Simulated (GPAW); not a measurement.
# ZnS (F-43m) in GPAW: notebook, part 2 of 2

GPAW 26.7.0.

## Step 4: Single point, PBE

The input, run.py:

```python
from ase import Atoms
from ase.dft.bandgap import bandgap
from ase.io import write
from ase.units import GPa
from gpaw import GPAW, PW

atoms = Atoms(['Zn', 'S'],
              cell=[[0.0, 2.702, 2.702],
                    [2.702, 0.0, 2.702],
                    [2.702, 2.702, 0.0]],
              scaled_positions=[[0.75, 0.75, 0.75],
                                [0.0, 0.0, 0.0]],
              pbc=True)

calc = GPAW(mode=PW(450),
            xc='PBE',
            kpts={'size': (7, 7, 7), 'gamma': True},
            occupations={'name': 'fermi-dirac', 'width': 0.05},
            nbands=18,
            maxiter=120,
            txt='gpaw.txt')
atoms.calc = calc
energy = atoms.get_potential_energy()
forces = atoms.get_forces()
stress = atoms.get_stress()
calc.write('gs.gpw')
write('result.traj', atoms)
print(f'Energy: {energy:.6f} eV')
print('Forces (eV/A):')
print(forces.round(4))
print('Stress (GPa):', (stress / GPa).round(3))
print('Fermi level:', round(calc.get_fermi_level(), 4), 'eV')
print(f'Gap: {bandgap(calc)[0]:.4f} eV, direct: {bandgap(calc, direct=True)[0]:.4f} eV')
```

Potentials or basis: GPAW PAW data sets (gpaw-data 1.2.1), pw.

Run with:

```
$ OMP_NUM_THREADS=1 python run.py
```

gpaw.txt:

```text
__  _  _
 | _ |_)|_||  |
 |__||  | ||/\| - 26.7.0

Input parameters:
  mode=PW(ecut=450.00000000000006),
  kpts=MonkhorstPack(size=(7, 7, 7), gamma=True),
  maxiter=120,
  nbands=18,
  occupations=Occupations(name='fermi-dirac', width=0.05),
  xc=XC(name='PBE')

Diagonalizing LCAO Hamiltonian
Converting LCAO to pw mode

                    Zn

       S

Atoms  # Å, Bohr magnetons
|   | symbol |        x |        y |        z |    initial magnetic moments |
|---|--------|----------|----------|----------|-----------------------------|
| 0 |     Zn | 4.053000 | 4.053000 | 4.053000 | ( 0.0000,  0.0000,  0.0000) |
| 1 |      S | 0.000000 | 0.000000 | 0.000000 | ( 0.0000,  0.0000,  0.0000) |

Unit cell  # Å
| periodic |        x |        y |        z |  lengths |    angles |
|----------|----------|----------|----------|----------|-----------|
|      yes | 0.000000 | 2.702000 | 2.702000 | 3.821205 | 60.000000 |
|      yes | 2.702000 | 0.000000 | 2.702000 | 3.821205 | 60.000000 |
|      yes | 2.702000 | 2.702000 | 0.000000 | 3.821205 | 60.000000 |

Number of symmetries: 24
Symmetry operations  # r_c * U_cc + t_c -> r_c
|    | kind |            matrix            |
|----|------|------------------------------|
|  0 |  E   |  1, 0, 0,  0, 1, 0,  0, 0, 1 |
|  1 |  σ   |  1, 0, 0,  0, 0, 1,  0, 1, 0 |
|  2 |  σ   |  1, 0,-1,  0, 1,-1,  0, 0,-1 |
|  3 |  C3  |  1, 0,-1,  0, 0,-1,  0, 1,-1 |
|  4 |  C3  |  1,-1, 0,  0,-1, 1,  0,-1, 0 |
|  5 |  σ   |  1,-1, 0,  0,-1, 0,  0,-1, 1 |
|  6 |  σ   |  0, 1, 0,  1, 0, 0,  0, 0, 1 |
|  7 |  C3  |  0, 1, 0,  0, 0, 1,  1, 0, 0 |
|  8 |  C2  |  0, 1,-1,  1, 0,-1,  0, 0,-1 |
|  9 |  S4  |  0, 1,-1,  0, 0,-1,  1, 0,-1 |
| 10 |  C3  |  0, 0, 1,  1, 0, 0,  0, 1, 0 |
| 11 |  σ   |  0, 0, 1,  0, 1, 0,  1, 0, 0 |
| 12 |  S4  |  0, 0,-1,  1, 0,-1,  0, 1,-1 |
| 13 |  C3  |  0, 0,-1,  0, 1,-1,  1, 0,-1 |
| 14 |  S4  |  0,-1, 1,  1,-1, 0,  0,-1, 0 |
| 15 |  C2  |  0,-1, 1,  0,-1, 0,  1,-1, 0 |
| 16 |  C3  |  0,-1, 0,  1,-1, 0,  0,-1, 1 |
| 17 |  S4  |  0,-1, 0,  0,-1, 1,  1,-1, 0 |
| 18 |  S4  | -1, 1, 0, -1, 0, 1, -1, 0, 0 |
| 19 |  C3  | -1, 1, 0, -1, 0, 0, -1, 0, 1 |
| 20 |  C3  | -1, 0, 1, -1, 1, 0, -1, 0, 0 |
| 21 |  S4  | -1, 0, 1, -1, 0, 0, -1, 1, 0 |
| 22 |  σ   | -1, 0, 0, -1, 1, 0, -1, 0, 1 |
| 23 |  C2  | -1, 0, 0, -1, 0, 1, -1, 1, 0 |

BZ-sampling:
  Number of BZ points: 343
  Number of IBZ points: 20

  Monkhorst-Pack size: [7, 7, 7]
  Monkhorst-Pack shift: [0, 0, 0]

K-points  # in reciprocal-cell coordinates
|     |                                coordinates |     weight |
|-----|--------------------------------------------|------------|
|   0 | (  0.00000000,   0.00000000,   0.00000000) | 0.00291545 |
|   1 | (  0.14285714,   0.14285714,   0.00000000) | 0.01749271 |
|   2 | (  0.14285714,   0.14285714,   0.14285714) | 0.02332362 |
|   3 | (  0.28571429,   0.14285714,   0.14285714) | 0.03498542 |
|   4 | (  0.28571429,   0.28571429,   0.00000000) | 0.01749271 |
|   5 | (  0.28571429,   0.28571429,   0.14285714) | 0.06997085 |
|   6 | (  0.28571429,   0.28571429,   0.28571429) | 0.02332362 |
|   7 | (  0.42857143,  -0.28571429,  -0.28571429) | 0.03498542 |
|   8 | (  0.42857143,   0.28571429,  -0.42857143) | 0.13994169 |
|   9 | (  0.42857143,   0.28571429,  -0.28571429) | 0.06997085 |
| ... |                                            |            |
|  19 | (  0.42857143,   0.42857143,   0.42857143) | 0.02332362 |

Plane wave coefficients: 881
Cutoff: 450.00000000000006 eV

Spin-components: 1 (collinear spins)
Bands:           18
Projectors:      11
Spin-degeneracy: 2
Datatype:        complex128

Parallelization:
  kpt:    1
  domain: 1
  band:   1

Density:
  Valence electrons: 18.0
  Components: 1
  Grid points: [20 20 20]
  Charge: 0.0  # |e|

Potential:
  Grid points: [20 20 20]

species:
  Zn:
    name:    Zinc
    Z:       30.0
    valence: 12
    core:    18
    charge:  0.0  # [|e|]
    compensation charges:
      type: gauss
      rc: 0.37  # [Å]
      lmax: 2
    cutoffs:
      filter: 2.14  # [Å]
      core: 2.28  # [Å]
    projectors
    | kind |    occ | energy [eV] | rcut [Å] |
    |------|--------|-------------|----------|
    |   4s |  2.000 |      -5.977 |    1.286 |
    |   4p |  0.000 |      -1.117 |    1.270 |
    |   3d | 10.000 |     -10.142 |    1.180 |
    |    s |        |      21.234 |    1.286 |
    |    p |        |      26.095 |    1.270 |
    |    d |        |      17.070 |    1.180 |

    Using partial waves for Zn as LCAO basis

  S:
    name:    Sulfur
    Z:       16.0
    valence: 6
    core:    10
    charge:  0.0  # [|e|]
    compensation charges:
      type: gauss
      rc: 0.24  # [Å]
      lmax: 2
    cutoffs:
      filter: 1.77  # [Å]
      core: 1.66  # [Å]
    projectors
    | kind |    occ | energy [eV] | rcut [Å] |
    |------|--------|-------------|----------|
    |   3s |  2.000 |     -17.254 |    0.974 |
    |   3p |  4.000 |      -7.008 |    0.979 |
    |    s |        |       9.957 |    0.974 |
    |    p |        |      20.203 |    0.979 |
    |    d |        |       0.000 |    0.900 |

    Using partial waves for S as LCAO basis

Reference energy: -59718.946550  # eV

eigensolver:
  PPCG
  Converge bands: occupied
  niter=2

density mixing:
  MSR1-Mixer
  Pratt-step length: 0.05
  Maximum mixing coefficient: 0.75
  Old densities: 10
  SVD Regularization: 0.005
  Good broyden scale: 1.0
  Trust region scale: 1.0
  Backstep threshold: 4.0
  History deletion threshold: 6.0
  Fourier metric: weight=20.0, sigma=0.015

occupation numbers:
  Fermi-Dirac:
    width: 0.0500  # eV

poisson solver:
  ecut: 3600.0000000000005  # eV

xc functional:
  name: PBE with 2 nearest neighbor stencil

convergence criteria:
- Maximum [total energy] change in last 3 cyles: 0.0005 eV / valence electron
- Maximum integral of absolute [dens]ity change: 0.0001 electrons / valence electron
- Maximum integral of absolute [eigenst]ate change: 4e-08 eV^2 / valence electron
maximum number of iterations: 120

SCF iterations
|iter     | |      energy | eigst |  dens |
|---------|-|-------------|-------|-------|
|iter:   1| |   -7.273557 | -0.19 |       |
|iter:   2| |   -7.186539 | -1.86 | -1.18 |
|iter:   3| |   -6.901288 | -1.52 | -1.23 |
|iter:   4| |   -6.901355 | -2.75 | -1.79 |
|iter:   5| |   -6.902714c| -3.86 | -2.23 |
|iter:   6| |   -6.902656c| -4.40 | -3.00 |
|iter:   7| |   -6.902677c| -5.36 | -3.52 |
|iter:   8| |   -6.902683c| -6.12 | -3.87 |
|iter:   9| |   -6.902683c| -8.32c| -4.91c|

Converged in 9 steps
Energy contributions relative to reference atoms: (reference = -59718.946550)

Energy contributions:
  Kinetic:          11.172088
  Coulomb:          -9.433386
  Zero:              0.017479
  External:          0.000000
  Xc:               -8.658864
  Entropy:          -0.000000
  Spinorbit:         0.000000
  ----------------------------
  Free energy:      -6.902683
  Extrapolated:     -6.902683

dipole moment: (-14.580736, -14.580736, -14.580736)  # |e|*Ang

Fermi level: 4.698
Eigenvalues  # (at kpt = [0.000, 0.000, 0.000])
| band index |      eig [eV] | occ [0-2] |
|------------|---------------|-----------|
|          0 |        -9.384 |     2.000 |
|          1 |        -2.560 |     2.000 |
|          2 |        -2.560 |     2.000 |
|          3 |        -2.560 |     2.000 |
|          4 |        -2.066 |     2.000 |
|          5 |        -2.066 |     2.000 |
|          6 |         3.753 |     2.000 |
|          7 |         3.753 |     2.000 |
|          8 |         3.753 |     2.000 |
|          9 |         5.858 |     0.000 |
|         10 |        10.123 |     0.000 |
|         11 |        10.123 |     0.000 |
|         12 |        10.123 |     0.000 |
|         13 |        15.370 |     0.000 |
|         14 |        15.370 |     0.000 |
|         15 |        15.641 |     0.000 |
|         16 |        18.295 |     0.000 |
|         17 |        18.295 |     0.000 |

Gap: 2.105 eV
Transition (v -> c):
  (s=0, k=0, n=8, [0.00, 0.00, 0.00]) -> (s=0, k=0, n=9, [0.00, 0.00, 0.00])
No difference between direct/indirect transitions

Forces  # eV/Ang
|        x |        y |        z |
|----------|----------|----------|
|  0.00000 | -0.00000 | -0.00000 |  # Zn   0
| -0.00000 | -0.00000 | -0.00000 |  # S    1

Stress tensor  # eV/Ang^3
|         x |         y |         z |
|-----------|-----------|-----------|
| -0.007514 |  0.000000 | -0.000000 |
|  0.000000 | -0.007514 | -0.000000 |
| -0.000000 | -0.000000 | -0.007514 |

# Writing to gs.gpw (mode='')
```

Run time: 6.4 s. Hardware: 1 thread of Intel Xeon Platinum 8375C at 2.90GHz (Ice Lake), shared host; peak memory 0.14 GiB.

What came out:

| Item | Value |
| --- | --- |
| Free energy | -6.9027 eV |
| Pressure | 1.2 GPa |
| Band gap on the k mesh | 2.11 eV, direct |

Caveat: the cutoff is short for stress and forces, so pressures can be off by a GPa or more.

## Step 5: For comparison

An earlier run on the cell as given: functional PBEsol; potentials or basis PAW data sets generated in the run's folder for this functional; cutoff 600 eV; basis pw; k mesh 9 × 9 × 9; occupations fermi-dirac, width 0.05 eV; no spin polarisation.

* Pressure: -2.0 GPa
* Band gap on the k mesh: 1.97 eV, direct

## Step 6: The runs side by side

```csv
task,level,potentials or basis,cell,k mesh,cutoff (eV),maxiter,optimizer,fmax,max steps,target pressure,gap on the mesh (eV),pressure (GPa)
relaxation of cell and atoms,PBEsol,"PAW data sets generated in the run's folder for this functional, pw",relaxed to 20 GPa,9 × 9 × 9,600,150,BFGS,0.02 eV/Å,60,20 GPa,2.78,20.0
relaxation of cell and atoms,PBEsol,"PAW data sets generated in the run's folder for this functional, pw",relaxed to 30 GPa,9 × 9 × 9,600,150,BFGS,0.02 eV/Å,60,30 GPa,2.61,30.0
single point,PBE,"GPAW PAW data sets (gpaw-data 1.2.1), pw",as given,7 × 7 × 7,450,120,-,-,-,-,2.11,1.2
single point,PBEsol,"PAW data sets generated in the run's folder for this functional, pw",as given,9 × 9 × 9,600,150,-,-,-,-,1.97,-2.0
```

Alike in all rows: no spin polarisation; smearing fermi-dirac 0.05 eV.

Caveats: later steps reuse the first step's grids (some runs); an odd mesh through Γ misses points on the zone boundary, where band edges often lie (some runs); the cutoff is short for stress and forces, so pressures can be off by a GPa or more (some runs).

Total energies depend on the potentials used, so only differences within one code and one set of settings carry meaning.

## Step 7: How close it comes

Step 4. Measured gap of ZnS: 3.85 eV (direct; 19 K; quoted in “Electronic, vibrational, and thermodynamic properties of ZnS (zincblende and rocksalt structure)”, 2009, arxiv:0911.5022). This calculation gives 2.11 eV (-1.74 eV). The value is that of PBE, without temperature or zero-point motion. Semilocal functionals fall short of measured gaps as a rule.
